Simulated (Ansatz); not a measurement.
Computed with DFT PBE, scalar-relativistic, plane waves, PAW in Ansatz. Settings: cutoff 420 eV, Γ-centred meshes spaced at most about 0.3 Å⁻¹, and about 0.25 Å⁻¹ or finer for metals (2π included), Gaussian smearing. No spin polarisation.

These are static total energies at zero pressure.

Compare these two cells of Be4S, each relaxed at this level.

A. Space group I4/mmm (No. 139), tetragonal, a = 4.499 Å, c = 5.823 Å. Around Be on a site of symmetry 4mm lie 1 Be at 1.93 Å, 1 S at 1.95 Å and 4 Be at 2.45 Å; Be on a site of symmetry mmm has 2 S at 2.25 Å and 4 Be at 2.45 Å; S has 2 Be at 1.95 Å and 4 Be at 2.25 Å.

B. Space group P-43m (No. 215), cubic, a = 3.865 Å. Around Be lie 1 S at 2.01 Å and 3 Be at 2.18 Å; S is surrounded by 4 Be at 2.01 Å.

Problem. Which is lower in energy, and by how much?

Solution. B is lower, by 0.33 eV/atom. A has space group I4/mmm (No. 139), 11.8 Å³/atom and no gap on its mesh; B has space group P-43m (No. 215), 11.6 Å³/atom and no gap. Counting Be atoms around S (those within 1.25 times the shortest such distance or 1.15 times the sum of covalent radii; a plus sign parts nearer from farther groups), A has S 2+4 and B has S 4. Even the lower one lies +0.23 eV/atom against the reference forms of the elements (uncorrected), so neither is stable at this level. Both come from invented guesses.

Cells relaxed within their symmetry can be saddle points.
